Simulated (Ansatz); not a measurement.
The cell is COD entry 9008793, as deposited and not checked against the literature; nothing was relaxed. It is an old determination, and later ones may differ.

TlBr: DFT, PBE, all-electron LAPW, Dirac equation with spin-orbit coupling (Ansatz 0.2.0). What sets it apart from a plain run of this crystal: spin-orbit coupling on.

Command: `ansatz run input.yaml --threads 1 --pin off --max-ram 2048MiB --backend cpu --events-out ev --progress --plain --runs-dir out` The run took 120 s on 1 thread of Arm Neoverse V2 (shared host), peak memory 0.51 GiB.

```yaml
crystal:
  lattice:
    - [3.97, 0.0, 0.0]
    - [0.0, 3.97, 0.0]
    - [0.0, 0.0, 3.97]
  atoms:
    - { symbol: Tl, position: [0.0, 0.0, 0.0] }
    - { symbol: Br, position: [0.5, 0.5, 0.5] }
kpoints:
  mp_grid: { grid: [8, 8, 8] }
  band_path:
    path:
      - [0.0, 0.0, 0.0]
      - [0.0, 0.5, 0.0]
      - [0.5, 0.5, 0.0]
      - [0.0, 0.0, 0.0]
      - [0.5, 0.5, 0.5]
      - [0.0, 0.5, 0.0]
      - [0.5, 0.5, 0.5]
      - [0.5, 0.5, 0.0]
    npoints: 5
scf:
  occupations: { method: fermi_dirac, width: 0.03 }
hamiltonian:
  xc: pbe
  pseudopotentials: { kind: all_electron, lapw: { basis_error: 0.001 } }
output:
  forces: true
  stress: true
  eigenvalues: true
magnetization:
  noncollinear: true
  spin_orbit: true
```

Output (standing set-up lines are left out):

```
LAPW: plane waves up to 5.998 Å⁻¹, error target 1.0e-3 eV per atom; Dirac's equation on spinors; Br in spheres of 1.594 Å, 25 of its electrons in bands; Tl in spheres of 1.844 Å, 35 of its electrons in bands
Pseudopotential: Tl, LAPW, valence charge 35, Dirac's equation, gaussian nucleus
Pseudopotential: Br, LAPW, valence charge 25, Dirac's equation, gaussian nucleus
non-collinear run that drives no moment, with spin-orbit: no starting moment large enough to seed its density (crystal.atoms[].spin), no starting occupations that ask for one, no magnetisation constraint and no magnetic field, so the semilocal B_xc is pinned to zero
Basis set: ecut = 137.04796514369644 eV, 251 PW (Γ), exchange–correlation at level 2
Bands: 72, of which v1, the nominal top of the filled ones, is band 60 counted from 1 (59 counted from 0)
Symmetry: 48 space group operations + 48 with time reversal
Magnetic group: BNS 221.93 (UNI 1595), of the structure as read, at distance tolerance 4.0e-5 Å
iter 1 solved again at ethr=7.82e-4 eV; its pass at ethr=1.00e-1 eV (dr2=4.69e-1 eV) is discarded
SCF iter   1: F=—  HF=-622877.579104 eV  |F-HF|=—  |Δ(HF+E_count)|=         —  Δρ=1.61e-2  dr2=4.69e-1  dr2_m=0.00e0 (ungated)  ethr=7.82e-4  |M|=0.00e0 ∫|m|=0.00e0 μB  β_m=0.30  ⟨swp⟩=2.5  Hψ=15194  notcnv=0
preconditioner: auto → Resta (q_TF=auto, 2.709 Å⁻¹)  ε∞=3.1  [insulator: Δε(μ)=1.757 eV  Ē_g=14.589 eV  σ=0.030 eV  W_gap=1.00  n_scr=18 (ndim 8)  ℏωp=21.0 eV  f_vac=0.151  D(μ)=0.00/eV (n_scr^D=0)  ε∞_Penn≈3.1]
spin=Noncollinear: Resta preconditioning applied to the charge; magnetization (m_x, m_y, m_z) channels mix plain (no charge-response kernel on spin).
SCF iter   2: F=—  HF=-622877.394891 eV  |F-HF|=—  |Δ(HF+E_count)|=   1.84e-1  Δρ=1.04e-2  dr2=2.09e-1  dr2_m=0.00e0 (ungated)  ethr=7.82e-4  |M|=0.00e0 ∫|m|=0.00e0 μB  β_m=0.44  ⟨swp⟩=2.0  Hψ=7630  notcnv=0
SCF iter   3: F=—  HF=-622877.325617 eV  |F-HF|=—  |Δ(HF+E_count)|=   6.93e-2  Δρ=4.29e-3  dr2=3.77e-2  dr2_m=0.00e0 (ungated)  ethr=3.48e-4  |M|=0.00e0 ∫|m|=0.00e0 μB  β_m=0.66  ⟨swp⟩=2.1  Hψ=7520  notcnv=0
iter 4 solved again at ethr=4.06e-6 eV; its pass at ethr=6.28e-5 eV (dr2=2.44e-3 eV) is discarded
SCF iter   4: F=—  HF=-622877.327022 eV  |F-HF|=—  |Δ(HF+E_count)|=   1.41e-3  Δρ=1.13e-3  dr2=2.44e-3  dr2_m=0.00e0 (ungated)  ethr=4.06e-6  |M|=0.00e0 ∫|m|=0.00e0 μB  β_m=0.67  ⟨swp⟩=2.0  Hψ=12883  notcnv=0
SCF iter   5: F=—  HF=-622877.327384 eV  |F-HF|=—  |Δ(HF+E_count)|=   3.62e-4  Δρ=2.78e-4  dr2=7.49e-5  dr2_m=0.00e0 (ungated)  ethr=4.06e-6  |M|=0.00e0 ∫|m|=0.00e0 μB  β_m=0.68  ⟨swp⟩=2.0  Hψ=7462  notcnv=0
SCF iter   6: F=—  HF=-622877.327448 eV  |F-HF|=—  |Δ(HF+E_count)|=   6.37e-5  Δρ=1.16e-4  dr2=7.90e-6  dr2_m=0.00e0 (ungated)  ethr=1.25e-7  |M|=0.00e0 ∫|m|=0.00e0 μB  β_m=0.62  ⟨swp⟩=3.0  Hψ=7599  notcnv=0
SCF iter   7: F=—  HF=-622877.327444 eV  |F-HF|=—  |Δ(HF+E_count)|=   3.44e-6  Δρ=6.03e-5  dr2=2.46e-6  dr2_m=0.00e0 (ungated)  ethr=1.32e-8  |M|=0.00e0 ∫|m|=0.00e0 μB  β_m=0.81  ⟨swp⟩=3.0  Hψ=7664  notcnv=0
SCF iter   8: F=—  HF=-622877.327448 eV  |F-HF|=—  |Δ(HF+E_count)|=   3.73e-6  Δρ=1.63e-5  dr2=3.47e-7  dr2_m=0.00e0 (ungated)  ethr=4.09e-9  |M|=0.00e0 ∫|m|=0.00e0 μB  β_m=0.90  ⟨swp⟩=3.0  Hψ=7709  notcnv=0
SCF iter   9: F=-622877.327448 eV  HF=-622877.327448 eV  |F-HF|=8.50e-9  |Δ(HF+E_count)|=   2.60e-7  Δρ=3.27e-6  dr2=1.04e-8  dr2_m=0.00e0 (ungated)  ethr=5.78e-10  |M|=0.00e0 ∫|m|=0.00e0 μB  ⟨swp⟩=3.0  Hψ=7709  notcnv=0
SCF 1 converged in 9 iterations: F = -622877.327448 eV  dr2 = 1.04e-8
NSCF: frozen V_eff on 36 k-points
SCF converged after 9 iterations
Magnetization: |M| = 0.0000 μB,  M = (+0.0000, +0.0000, +0.0000) μB
Absolute magnetization: 0.0000 μB (∫|m|)
  site 0: m = (+0.0000, +0.0000, +0.0000) μB, |m| = 0.0000 μB  (R = 1.84 Å)
  site 1: m = (+0.0000, +0.0000, +0.0000) μB, |m| = 0.0000 μB  (R = 1.59 Å)
Free energy (F): -622877.327448 eV
Harris-Foulkes:  -622877.327448 eV  (|F-HF|=8.50e-9)
Internal energy: -622877.327448 eV  (E = F + TS)
E sigma→0 (E₀):  -622877.327448 eV
Fermi energy:    9.301777 eV
--- Per-component energies (eV) ---
  E_band       = -3874.019624
  E_kinetic    = 711742.688878
  E_xc         = -12904.582714
  E_electrostatic = -1321715.433613  (all electrons and nuclei)
  E_smearing   = -0.000000  (= −TS)
  E_closure    = 0.000000  (closes the sum)
  Σ components = -622877.327448   (vs F -622877.327448, Δ=0.00e0)
  Basis errors (estimates in eV, not in F): energy 3.0e-4 per atom: plane waves 2.7e-4 (1.4e-4 summed), levels above the bands 2.9e-145, relativity 1.0e-7, radial functions 3.2e-5, core shells 4.7e-10; eigenvalues (radial functions only) 2.3e-4; not estimated: angular momenta, meshes, grids; target (lapw.basis_error) 1.0e-3; muffin-tin radii Br 1.594 Å, Tl 1.844 Å
--- Forces (eV/Å), atoms counted from 1 ---
  atom   1  Tl     0.00000000    -0.00000000     0.00000000
  atom   2  Br     0.00000000    -0.00000000     0.00000000
  max |Σ_I F_I| component: 3.88e-25 eV/Å
--- Stress (GPa, compression-positive) ---
        1.243330       0.000000       0.000000
        0.000000       1.243330       0.000000
        0.000000       0.000000       1.243330
  P = ⅓ Tr σ = 1.2433 GPa (12.433 kbar)
--- Band table (eV; the first three rows and the last of 35) ---
  k-point 0: bands = ["-222.1240", "-222.1240", "-162.2001", "-162.2001", "-155.3669", "-155.3669", "-155.3669", "-155.3669", "-116.3247", "-116.3247", "-102.0260", "-102.0260", "-102.0260", "-102.0260", "-102.0245", "-102.0245", "-97.4277", "-97.4277", "-97.4269", "-97.4269", "-97.4269", "-97.4269", "-97.4255", "-97.4255", "-76.6662", "-76.6662", "-56.4638", "-56.4638", "-56.4638", "-56.4638", "-51.4964", "-51.4964", "-51.4964", "-51.4964", "-50.4120", "-50.4120", "-50.4118", "-50.4118", "-50.4118", "-50.4118", "-5.1681", "-5.1681", "-2.6538", "-2.6538", "-2.6538", "-2.6538", "-0.5051", "-0.5051", "-0.5051", "-0.5051", "-0.3838", "-0.3838", "4.0085", "4.0085", "6.9001", "6.9001", "7.4574", "7.4574", "7.4574", "7.4574", "14.3354", "14.3354", "15.6443", "15.6443", "15.6443", "15.6443", "16.4976", "16.4976", "16.4976", "16.4976", "19.8990", "19.8990"]
  k-point 1: bands = ["-222.1240", "-222.1240", "-162.2001", "-162.2001", "-155.3669", "-155.3669", "-155.3669", "-155.3669", "-116.3247", "-116.3247", "-102.0260", "-102.0260", "-102.0260", "-102.0260", "-102.0245", "-102.0245", "-97.4277", "-97.4277", "-97.4269", "-97.4269", "-97.4269", "-97.4269", "-97.4255", "-97.4255", "-76.6662", "-76.6662", "-56.4639", "-56.4639", "-56.4638", "-56.4638", "-51.4964", "-51.4964", "-51.4964", "-51.4964", "-50.4120", "-50.4120", "-50.4118", "-50.4118", "-50.4118", "-50.4118", "-5.1348", "-5.1348", "-2.6544", "-2.6544", "-2.6504", "-2.6504", "-0.5054", "-0.5054", "-0.4973", "-0.4973", "-0.3909", "-0.3909", "3.8650", "3.8650", "6.9861", "6.9861", "7.5252", "7.5252", "7.5340", "7.5340", "13.7557", "13.7557", "15.3134", "15.3134", "15.7404", "15.7404", "16.2439", "16.2439", "16.8283", "16.8283", "20.7748", "20.7748"]
  k-point 2: bands = ["-222.1240", "-222.1240", "-162.2001", "-162.2001", "-155.3669", "-155.3669", "-155.3669", "-155.3669", "-116.3247", "-116.3247", "-102.0260", "-102.0260", "-102.0260", "-102.0260", "-102.0245", "-102.0245", "-97.4277", "-97.4277", "-97.4269", "-97.4269", "-97.4269", "-97.4269", "-97.4255", "-97.4255", "-76.6662", "-76.6662", "-56.4640", "-56.4640", "-56.4638", "-56.4638", "-51.4964", "-51.4964", "-51.4964", "-51.4964", "-50.4120", "-50.4120", "-50.4118", "-50.4118", "-50.4118", "-50.4118", "-5.0520", "-5.0520", "-2.6557", "-2.6557", "-2.6429", "-2.6429", "-0.5073", "-0.5073", "-0.4790", "-0.4790", "-0.4064", "-0.4064", "3.5300", "3.5300", "7.2137", "7.2137", "7.6971", "7.6971", "7.7942", "7.7942", "12.4145", "12.4145", "14.5979", "14.5979", "15.6521", "15.6521", "16.0156", "16.0156", "18.2193", "18.2193", "20.7275", "20.7275"]
  k-point 34: bands = ["-222.1240", "-222.1240", "-162.2001", "-162.2001", "-155.3669", "-155.3669", "-155.3669", "-155.3669", "-116.3246", "-116.3246", "-102.0260", "-102.0260", "-102.0260", "-102.0260", "-102.0245", "-102.0245", "-97.4277", "-97.4277", "-97.4269", "-97.4269", "-97.4269", "-97.4269", "-97.4255", "-97.4255", "-76.6662", "-76.6662", "-56.4643", "-56.4643", "-56.4643", "-56.4643", "-51.4963", "-51.4963", "-51.4963", "-51.4963", "-50.4120", "-50.4120", "-50.4117", "-50.4117", "-50.4117", "-50.4117", "-4.6214", "-4.6214", "-2.6392", "-2.6392", "-2.6392", "-2.6392", "-0.5590", "-0.5590", "-0.4089", "-0.4089", "-0.4089", "-0.4089", "5.9394", "5.9394", "6.4203", "6.4203", "6.7868", "6.7868", "6.7868", "6.7868", "9.8921", "9.8921", "11.0842", "11.0842", "11.0842", "11.0842", "21.3474", "21.3474", "21.5692", "21.5692", "21.5692", "21.5692"]
```
